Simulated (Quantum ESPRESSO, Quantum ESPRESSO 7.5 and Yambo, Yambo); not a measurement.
**LiCl (Fm-3m): a self-consistent loop beyond G0W0, cycle by cycle**

Wanted: G0W0 and self-consistent gaps of LiCl (Fm-3m), with the cost of the cycles.

Method: PBE and many-body steps on it, plane waves, in Quantum ESPRESSO 7.5 and Yambo 5.3.0.

## Step 1: The starting structure

It takes space group Fm-3m (No. 225, cubic). The conventional cell has a = 5.143 Å, b = 5.143 Å, c = 5.143 Å, α = 90.00°, β = 90.00°, γ = 90.00°. Nearest to Li lie 6 Cl at 2.57 Å. Nearest to Cl lie 6 Li at 2.57 Å. Farther neighbours and most contacts between anions are not listed.

The cell and positions come from the Crystallography Open Database and are kept as given unless a step says otherwise.

## Step 2: Empty states on the mesh, 4×4×4 mesh, 146 bands

This step: Quantum ESPRESSO 7.5; DFT, PBE, plane waves, norm-conserving pseudopotentials.

The sums over transitions need many empty states on a uniform mesh; this step solves for them.

The input, pw.in:

```
&control
  calculation = 'nscf'
  prefix = 'x'
  outdir = 'o'
  pseudo_dir = 'pseudo'
/
&system
  ibrav = 0
  nat = 2
  ntyp = 2
  ecutwfc = 66.0
  nbnd = 146
  force_symmorphic = .true.
/
&electrons
  conv_thr = 1e-9
  electron_maxstep = 80
  diago_full_acc = .true.
  diago_thr_init = 5e-6
/
ATOMIC_SPECIES
  Li 6.94 Li.upf
  Cl 35.45 Cl.upf
CELL_PARAMETERS angstrom
  0.0000000000 2.5715000000 2.5715000000
  2.5715000000 0.0000000000 2.5715000000
  2.5715000000 2.5715000000 -0.0000000000
ATOMIC_POSITIONS crystal
  Li 0.0000000000 0.0000000000 0.0000000000
  Cl 0.5000000000 0.5000000000 0.5000000000
K_POINTS automatic
  4 4 4 0 0 0
```

Started as:

```console
$ OMP_NUM_THREADS=1 mpirun -n 4 pw.x -nk 4 -in pw.in > pw.out
```

Output:

```text
Program PWSCF v.7.5 starts

     This program is part of the open-source Quantum ESPRESSO suite
     for quantum simulation of materials; please cite
         "P. Giannozzi et al., J. Phys.:Condens. Matter 21 395502 (2009);
         "P. Giannozzi et al., J. Phys.:Condens. Matter 29 465901 (2017);
         "P. Giannozzi et al., J. Chem. Phys. 152 154105 (2020);
     in publications or presentations arising from this work. More details at

     Atomic positions and unit cell read from directory:
     o/x.save/

     Message from routine setup:
[...]
k =-0.3536-0.3536 0.3536 (  2060 PWs)   bands (ev):

[...]
86.5950  87.8168  91.0241  91.0241  91.4957  91.4957  91.9494  95.5859
     [... 7 further rows ...]
   137.3089 137.4656 139.3825 140.0372 140.0372 142.2026 142.7680 142.8337
   142.8337 144.4369

          k = 0.3536 0.0000 0.0000 (  2045 PWs)   bands (ev):

     [... further k-points ...]

     highest occupied, lowest unoccupied level (ev):     1.5999    7.8845

     XML data file, pseudopotentials, collected wavefunctions

=------------------------------------------------------------------------------=
   JOB DONE.
=------------------------------------------------------------------------------=
```

Wall time 7.3 s (4 MPI ranks of Intel Xeon Platinum 8259CL at 2.50GHz (Skylake/Cascade Lake), shared host); peak memory 0.32 GiB; 28 s of CPU time.

Numbers from this step:

| Property | Result |
| --- | --- |
| gap | 6.285 eV |
| k of the valence top | 0, 0, 0 |
| k of the conduction bottom | 0, 0, 0 |
| least direct gap | 6.285 eV |
| k points computed | 8 |
| lowest point of the top converged band, above the valence top | 139.9995 eV |

On this mesh the gap is 6.285 eV.

The density comes from a self-consistent run that is not shown.

## Step 3: Conversion and set-up

This step: Yambo 5.3.0; conversion and set-up on PBE, plane waves, norm-conserving pseudopotentials.

The states are converted to the many-body program's format and the q mesh is built.

Started as:

```console
$ (cd o/x.save; p2y > p2y.log; mv SAVE ../..); yambo > setup.log
```

Output:

```text
 Yambo, version 5.3.0

 [02] CORE Variables Setup
 =========================

  [02.01] Unit cells
  ==================

  Cell kind             :  FCC
  Atoms in the cell     :  Li  Cl
  number of Li atoms    :  1
  number of Cl atoms    :  1

  List of atomic masses
  Mass of Li    :  6.940000
  Mass of Cl    :  35.45000

  List of atomic coordinates    : [cc]
  Li1       :  0.000000  0.000000  0.000000  order 1
  Cl1       :  4.859431  4.859431  4.859431  order 2

  Alat factors          :  4.859431  4.859431  4.859431 [a.u.]
  Direct lattice volume :  229.5018 [a.u.]
[...]
==========================================

 IBZ Q-points                                      :   8
 BZ  Q-points                                      :   64

 K/Q-points units:
 rlu = crystal or reduced units; cc = cartesian coordinates; iku = interal k-units

 Q [1]          [rlu]:  0.000000  0.000000  0.000000
 Q [2]          [rlu]:  0.10102E-16  0.10102E-16  0.25000
 Q [3]          [rlu]: -0.20204E-16 -0.20204E-16 -0.50000
[...]
Q [7]          [rlu]: -0.54817E-16 -0.50000     -0.50000
 Q [8]          [rlu]:  0.250000 -0.500000 -0.250000

  [03.01] X indexes
  =================

   [03.01.01] Sigma indexes
   ========================

 [06] Game Over & Game summary
```

It took 3.1 s on 1 MPI rank; peak memory 0.24 GiB.

## Step 4: G0W0

Now the one-shot GW correction: screening in the RPA, then the self-energy of the levels asked for.

This step: G0W0 on PBE, plane waves, norm-conserving pseudopotentials.

The input, gw1.in:

```
HF_and_locXC
gw0
dyson
ppa
em1d
rim_cut
RandQpts= 1000000
RandGvec= 1 RL
EXXRLvcs= 66 Ry
VXCRLvcs= 264 Ry
Chimod= "HARTREE"
% BndsRnXp
 1 | 146 |
%
NGsBlkXp= 15.5 Ry
% LongDrXp
 1 | 1 | 1 |
%
% GbndRnge
 1 | 146 |
%
DysSolver= "n"
ExtendOut
PPAPntXp= 27.21138 eV
% QPkrange
 1 | 1 | 4 | 7 |
%
```

Started as:

```console
$ OMP_NUM_THREADS=1 mpirun -n 4 yambo -F gw1.in -J gw1 -C gw1 > gw1.log
```

Output:

```text
 Yambo, version 5.3.0

 [02] CORE Variables Setup
 =========================

  [... cell, symmetries and grids as in the set-up ...]

  [02.05] Energies & Occupations
  ==============================

  [X] === General ===
  [X] Electronic Temperature                        :  0.000000  0.000000 [eV K]
  [X] Bosonic    Temperature                        :  0.000000  0.000000 [eV K]
  [X] Finite Temperature mode                       : no
  [X] El. density                                   :  0.29404E+24 [cm-3]
  [X] Fermi Level                                   :  1.599947 [eV]

  [X] === Gaps and Widths ===
  [X] Conduction Band Min                           :  6.284525 [eV]
  [X] Valence Band Max                              :  0.000000 [eV]
  [X] Filled Bands                                  :   5
  [X] Empty Bands                                   :    6  146
  [X] Direct Gap                                    :  6.284525 [eV]
  [X] Direct Gap localized at k                     :  1
  [X] Indirect Gap                                  :  6.284525 [eV]
  [X] Indirect Gap between kpts                     :  1  1
  [X] Last valence band width                       :  1.084541 [eV]
  [X] 1st conduction band width                     :  3.173329 [eV]

 [03] Transferred momenta grid and indexing
 ==========================================

 IBZ Q-points                                      :   8
 BZ  Q-points                                      :   64

 K/Q-points units:
 rlu = crystal or reduced units; cc = cartesian coordinates; iku = interal k-units

 Q [1]          [rlu]:  0.000000  0.000000  0.000000
 Q [2]          [rlu]:  0.10102E-16  0.10102E-16  0.25000
 Q [3]          [rlu]: -0.20204E-16 -0.20204E-16 -0.50000
 Q [4]          [rlu]:  0.27409E-16  0.25000      0.25000
 Q [5]          [rlu]:  0.51120E-17  0.25000      0.50000
 Q [6]          [rlu]: -0.20204E-16  0.25000     -0.25000
 Q [7]          [rlu]: -0.54817E-16 -0.50000     -0.50000
 Q [8]          [rlu]:  0.250000 -0.500000 -0.250000

 [04] Coloumb potential Random Integration (RIM)
 ===============================================

  [04.01] RIM initialization
  ==========================

  * Diagonal components only detected *

  8 x (sBL volume)        :  0.135103 [a.u.]
  sBZ random points       :  1000000
  Points outside the sBZ  :   7987327
  RL volume               :  1.080820 [a.u.]
  Integrated volume       :  1.082535 [a.u.]

  [04.02] RIM integrals
  =====================

  Gamma point sphere radius             :  0.093076 [a.u.]
  Points outside the sphere             :   799513
  [Int_sBZ(q=0) 1/q^2]*(Vol_sBZ)^(-1/3) =:  7.764325
                                 should be <:  7.795600

  Summary of Coulomb integrals for non-metallic bands |Q|[au] RIM/Bare

  Q [1] 0.100000E-4 0.995988 * Q [2] 0.279940 1.066027
  Q [4] 0.323247 1.064767 * Q [6] 0.457140 1.027401
  Q [5] 0.536044 1.020403 * Q [3] 0.559880 1.018189
  Q [7] 0.646494 1.014976 * Q [8] 0.722802 1.011976

 [05] Dipoles
 ============

  [05.01] Setup: observables and procedures
  =========================================

 [06] Dynamic Dielectric Matrix (PPA)
 ====================================

 [WR./gw1//ndb.pp]---------------------------------------------------------------
  Brillouin Zone Q/K grids (IBZ/BZ)                :    8   64    8   64
  RL vectors                                       :  2685 [WF]
  Coulomb cutoff potential                         : none
  Electronic Temperature                           :  0.000000 [K]
  Bosonic    Temperature                           :  0.000000 [K]
  PPA    diel. fun.  energies                      : Perdew, Burke & Ernzerhof(X)+Perdew, Burke & Ernzerhof(C)
  wavefunctions                                    : Perdew, Burke & Ernzerhof(X)+Perdew, Burke & Ernzerhof(C)
  Global Gauge                                     : length
  X matrix size                                    :  283
  X band range                                     :    1  146
  X e/h energy range                               : -1.000000 -1.000000 [eV]
  X Time ordering                                  : R
  X Hxc Kernel                                     : HARTREE
  X Drude frequency                                :  0.000000  0.000000
  X poles                                          :  100.0000 [o/o]
  RL vectors in the sum                            :  2685
  [r,Vnl] included                                 : yes
  Field direction                                  :  0.577350E-5  0.577350E-5  0.577350E-5
  BZ energy Double Grid                            : no
  BZ energy DbGd points                            : 0
  BZ Q point size factor                           : -1.000000
  X Optical Averaged directions                    : none

 [07] Local Exchange-Correlation + Non-Local Fock
 ================================================

 [VXC] Plane waves :  16529
 [EXS] Plane waves :  2109

 QP @ state[ 1 ] K range:  1  1
 QP @ state[ 1 ] b range:   4   7

 [xc] Functional : Perdew, Burke & Ernzerhof(X)+Perdew, Burke & Ernzerhof(C)
 [xc] LIBXC used to calculate xc functional
  PP Number of Atomic Species                      :  2
  NLCC RL compoments                               :  16529
  PP Number of Atomic Species                      :  2
  NLCC RL compoments                               :  16529

 [xc] E_xc :  -4.647338 [Ha]
      E_xc :  -9.294676 [Ry]

  Local XC kind (lXC) : Perdew, Burke & Ernzerhof(X)+Perdew, Burke & Ernzerhof(C)
  Non-Local XC kind (nlXC) : Hartree-Fock

  Corrections @ K [1] :  [eV]
 <4|nlXC|4> = -18.92446  0.53179E-17 <4|lXC|4> = -14.69504  0.000000
 <5|nlXC|5> = -18.92451 -0.30952E-17 <5|lXC|5> = -14.69504  0.000000
 <6|nlXC|6> = -4.706850  0.24715E-18 <6|lXC|6> = -9.165652  0.000000
 <7|nlXC|7> = -4.369921  0.18277E-17 <7|lXC|7> = -9.604471  0.000000

 [08] Dyson equation: Newton solver
 ==================================

  [08.01] G0W0 (W PPA)
  ====================

  [  GW  ] Bands range     :    1  146
  [GW/PPA] G damping       :  0.100000 [eV]

  QP @ state[ 1 ] K range:  1  1
  QP @ state[ 1 ] b range:   4   7

   Sc/G bands                                       :    1  146
   Sc/G damping                                     :  0.100000 ev
   Sc bands terminator                              : no
   Sx RL components                                 :  2109

   QP @ state[ 1 ] K range                          :  1  1
   QP @ state[ 1 ] b range                          :   4   7
   GF energies kind                                 : Perdew, Burke & Ernzerhof(X)+Perdew, Burke & Ernzerhof(C)
   GF WF`s kind                                     : Perdew, Burke & Ernzerhof(X)+Perdew, Burke & Ernzerhof(C)
   Xs energies kind                                 : Perdew, Burke & Ernzerhof(X)+Perdew, Burke & Ernzerhof(C)
   Xs WF`s kind                                     : Perdew, Burke & Ernzerhof(X)+Perdew, Burke & Ernzerhof(C)

 [11] Game Over & Game summary
```

Elapsed: 90 s, on 4 MPI ranks; peak memory 1.4 GiB.

Numbers from this step:

| Property | Result |
| --- | --- |
| G0W0 gap on the points computed | 9.000 eV |
| starting gap on the mesh | 6.285 eV |
| k of the valence top | 0, 0, 0 |
| k of the conduction bottom | 0, 0, 0 |
| least direct G0W0 gap on the computed points | 9.000 eV |
| Z at the valence top | 0.8099 |
| Z at the conduction bottom | 0.8511 |

The gap on the mesh goes from 6.28 eV to 9.00 eV, a correction of +2.72 eV.

## Step 5: evGW0, cycle 1

This step: evGW0 on PBE, plane waves, norm-conserving pseudopotentials.

gw3.in, as its differences from gw1.in of step 4:

```diff
@@ -25,3 +25,4 @@
 % QPkrange
- 1 | 1 | 4 | 7 |
+ 1 | 8 | 3 | 9 |
 %
+GfnQPdb= "E < ./gw2/ndb.QP"
```

Started as:

```console
$ OMP_NUM_THREADS=1 mpirun -n 4 yambo -F gw3.in -J gw3,gw1_W -C gw3 > gw3.log
```

Output:

```text
 Yambo, version 5.3.0

 [02] CORE Variables Setup
 =========================

  [... cell, symmetries and grids as in the set-up ...]

  [02.05] Energies & Occupations
  ==============================

  [X] === General ===
  [X] Electronic Temperature                        :  0.000000  0.000000 [eV K]
  [X] Bosonic    Temperature                        :  0.000000  0.000000 [eV K]
  [X] Finite Temperature mode                       : no
  [X] El. density                                   :  0.29404E+24 [cm-3]
  [X] Fermi Level                                   :  1.599947 [eV]

  [X] === Gaps and Widths ===
  [X] Conduction Band Min                           :  6.284525 [eV]
  [X] Valence Band Max                              :  0.000000 [eV]
  [X] Filled Bands                                  :   5
  [X] Empty Bands                                   :    6  146
  [X] Direct Gap                                    :  6.284525 [eV]
  [X] Direct Gap localized at k                     :  1
  [X] Indirect Gap                                  :  6.284525 [eV]
  [X] Indirect Gap between kpts                     :  1  1
  [X] Last valence band width                       :  1.084541 [eV]
  [X] 1st conduction band width                     :  3.173329 [eV]

 [03] Transferred momenta grid and indexing
 ==========================================

 IBZ Q-points                                      :   8
 BZ  Q-points                                      :   64

 K/Q-points units:
 rlu = crystal or reduced units; cc = cartesian coordinates; iku = interal k-units

 Q [1]          [rlu]:  0.000000  0.000000  0.000000
 Q [2]          [rlu]:  0.10102E-16  0.10102E-16  0.25000
 Q [3]          [rlu]: -0.20204E-16 -0.20204E-16 -0.50000
[...]
[G+QP] Direct Gap localized at k                  :  1
  [G+QP] Indirect Gap                               :  9.000246 [eV]
  [G+QP] Indirect Gap between kpts                  :  1  1
  [G+QP] Last valence band width                    :  1.210975 [eV]
  [G+QP] 1st conduction band width                  :  3.581154 [eV]

  [coarse-grid] Minimum Bare Gap        [ev]:  6.284525
  [coarse-grid] Minimum Gap Correction  [ev]:  2.715722

  Eqp @ K [1]
   -48.7166     -14.9715    -0.268716E-3 -0.304916E-3   0.00000      9.00025      15.0069      15.0068
   15.00679  17.56809  17.56809  17.74956  17.74956  17.74956  19.85308  30.58975
  Eqp @ K [2]
  -48.71481 -14.67706  -1.71887  -0.15100  -0.15130   9.97222  13.81575  13.81582
[...]
Eqp @ K [3]
[...]
Eqp @ K [4]
[...]
Eqp @ K [5]
[...]
[... 2 further k-points ...]
  Eqp @ K [8]
  -48.71276 -14.08837  -2.30401  -2.30392  -1.15950  12.58140  13.21412  13.33552
   13.33577  19.13124  19.13124  21.38150  22.30212  26.09369  27.16810  27.16810

 [07] Dipoles
 ============

  [07.01] Setup: observables and procedures
  =========================================

 [08] Dynamic Dielectric Matrix (PPA)
 ====================================

   Sc/G bands                                       :    1  146
   Sc/G damping                                     :  0.100000 ev
   Sc bands terminator                              : no
   Sx RL components                                 :  2109

   QP @ state[ 1 ] K range                          :   1   8
   QP @ state[ 1 ] b range                          :   3   9
   GF energies kind                                 : Perdew, Burke & Ernzerhof(X)+Perdew, Burke & Ernzerhof(C)+ E < ./gw2/ndb.QP + @E Fit
   GF WF`s kind                                     : Perdew, Burke & Ernzerhof(X)+Perdew, Burke & Ernzerhof(C)
   Xs energies kind                                 : Perdew, Burke & Ernzerhof(X)+Perdew, Burke & Ernzerhof(C)
   Xs WF`s kind                                     : Perdew, Burke & Ernzerhof(X)+Perdew, Burke & Ernzerhof(C)

 [13] Game Over & Game summary
```

The job ended after 9.4 min (4 MPI ranks; peak memory 1.3 GiB).

Numbers from this step:

| Item | Value |
| --- | --- |
| quasiparticle gap on the mesh | 9.281 eV |
| gap of the density functional on the mesh | 6.285 eV |
| k of the valence top | 0, 0, 0 |
| k of the conduction bottom | 0, 0, 0 |
| least direct quasiparticle gap on the computed points | 9.281 eV |
| Z at the valence top | 0.8160 |
| Z at the conduction bottom | 0.8749 |

Against G0W0 in Yambo (4×4×4 mesh, 146 bands, screening to 210.9 eV, Godby-Needs plasmon pole), the gap moves by +0.281 eV.

The program's own table gives 9.621 eV, which is too large where the input levels are shifted: this version takes Σc at the unshifted level E₀, yet steps from the shifted one. The value above is the Newton step from E₀, E₀ + Z(Σc + Σx − Vxc), rebuilt from the printed columns.

## Step 6: evGW0, cycle 2

The corrected levels of the last cycle go back in.

gw4.in, as its differences from gw3.in of step 5:

```diff
@@ -27,2 +27,2 @@
 %
-GfnQPdb= "E < ./gw2/ndb.QP"
+GfnQPdb= "E < ./gw3_fix/ndb.QP"
```

Started as:

```console
$ OMP_NUM_THREADS=1 mpirun -n 4 yambo -F gw4.in -J gw4,gw1_W -C gw4 > gw4.log
```

Output:

```text
 Yambo, version 5.3.0

 [02] CORE Variables Setup
 =========================

  [... cell, symmetries and grids as in the set-up ...]

  [02.05] Energies & Occupations
  ==============================

  [X] === General ===
  [X] Electronic Temperature                        :  0.000000  0.000000 [eV K]
  [X] Bosonic    Temperature                        :  0.000000  0.000000 [eV K]
  [X] Finite Temperature mode                       : no
  [X] El. density                                   :  0.29404E+24 [cm-3]
[...]
Sx RL components                                 :  2109

   QP @ state[ 1 ] K range                          :   1   8
   QP @ state[ 1 ] b range                          :   3   9
   GF energies kind                                 : Perdew, Burke & Ernzerhof(X)+Perdew, Burke & Ernzerhof(C)+ E < ./gw2/ndb.QP + @E Fit+ E < ./gw3_fix/
   GF WF`s kind                                     : Perdew, Burke & Ernzerhof(X)+Perdew, Burke & Ernzerhof(C)
   Xs energies kind                                 : Perdew, Burke & Ernzerhof(X)+Perdew, Burke & Ernzerhof(C)
   Xs WF`s kind                                     : Perdew, Burke & Ernzerhof(X)+Perdew, Burke & Ernzerhof(C)

 [13] Game Over & Game summary
```

Wall time 9.2 min (4 MPI ranks); peak memory 1.3 GiB; 37 min of CPU time.

Numbers from this step:

* quasiparticle gap on the mesh: 9.308 eV
* gap of the density functional on the mesh: 6.285 eV
* k of the valence top: 0, 0, 0
* k of the conduction bottom: 0, 0, 0
* least direct quasiparticle gap on the computed points: 9.308 eV

Against the cycle before, the gap moves by +0.028 eV.

The program's own table gives 9.676 eV, which is too large where the input levels are shifted: this version takes Σc at the unshifted level E₀, yet steps from the shifted one. The value above is the Newton step from E₀, E₀ + Z(Σc + Σx − Vxc), rebuilt from the printed columns.

[end of part 1 of 2]

[Paths, hosts, dates, memory and timing lines, banners, echoed tables and standing remarks are left out of the program output.]

[Logs are printed without paths, hosts, clocks, repeated set-up lines and the standing remarks that a program may print on its own settings, such as how far it seeks lower states.]

[Runs of the session that timed out or met a known fault of the program may be left out.]

[Hosts, paths, dates, database ids (printed as entryN), source tags and the programs' standing remarks are cut or masked in the printed files.]
